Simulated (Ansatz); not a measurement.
The cell is SiO2 built on the rutile prototype; cell and atoms were relaxed with r2SCAN. It is tetragonal, P4_2/mnm (No. 136); a = 4.185 Å, c = 2.669 Å in the conventional setting, 7.79 Å³ an atom. Si is surrounded by 6 O at 1.76–1.81 Å; O is surrounded by 3 Si at 1.76–1.81 Å.

```
CELL_PARAMETERS angstrom
4.18519 0.00000 0.00000
0.00000 4.18519 0.00000
0.00000 0.00000 2.66884
ATOMIC_POSITIONS crystal
Si 0.00000 0.00000 0.00000
Si 0.50000 0.50000 0.50000
O 0.30610 0.30610 0.00000
O 0.19390 0.80610 0.50000
O 0.80610 0.19390 0.50000
O 0.69390 0.69390 0.00000
```

The questions ask for values computed with the PAW code Ansatz on this geometry. The values are computed, spin-unpolarised, and not measurements.

Problem. What gap does r2SCAN give, and where are the band edges?

Solution. r2SCAN gives a direct gap of 6.51 eV at Γ.

Problem. Estimate the gap with LDA on 6×6×10.

Solution. With LDA the gap is 5.53 eV and direct, at Γ. The gap differs by -0.98 eV from r2SCAN's.

Problem. What does PBE0 give for the gap (4×4×6 mesh)?

Solution. With PBE0 the gap is 8.43 eV and direct, at Γ. The gap differs by +1.92 eV from r2SCAN's.

Problem. How does the gap change from r2SCAN to r2SCAN0 (4×4×6)?

Solution. The r2SCAN0 gap is direct at Γ: 9.08 eV. The gap differs by +2.57 eV from r2SCAN's.

Problem. Roughly how does the cost of the r2SCAN0 run (4×4×6) compare with r2SCAN's (6×6×10)?

Solution. About 13 times as much (2.3 core-minutes against 10 core-seconds, on 4 threads of Intel(R) Xeon(R) Platinum 8259CL CPU @ 2.50GHz (Skylake/Cascade Lake), with other jobs on the host).

Problem. What are ε∞ and the Born charges with PBE?

Solution. The clamped-ion dielectric constant comes out as 3.38 along x and y, 3.55 along z. Born charges, averaged over directions: Si +3.91, O -1.95 e.

Problem. What fraction of exact exchange does the dielectric-dependent hybrid take (1/ε∞ of PBE, averaged over directions)?

Solution. 0.291.

Problem. Relaxed again with PBEsol, is the cell stable at the zone centre, and where do its optical modes lie?

Solution. The zone-centre optical frequencies run from 216 to 924 cm⁻¹, none imaginary (the rest of the zone wasn't tested). With the long-range field the highest mode reaches 1030 cm⁻¹.

Problem. How do the levels compare, in gap and in cost?

Solution. r2SCAN covers 45 % of the step from PBE to HSE06, while HSE06 needs about 10 times r2SCAN's cost (on a coarser mesh). All these functionals give a gap of the same kind, direct.

The meshes of the hybrids are coarse, so their gaps aren't converged to the digits shown.
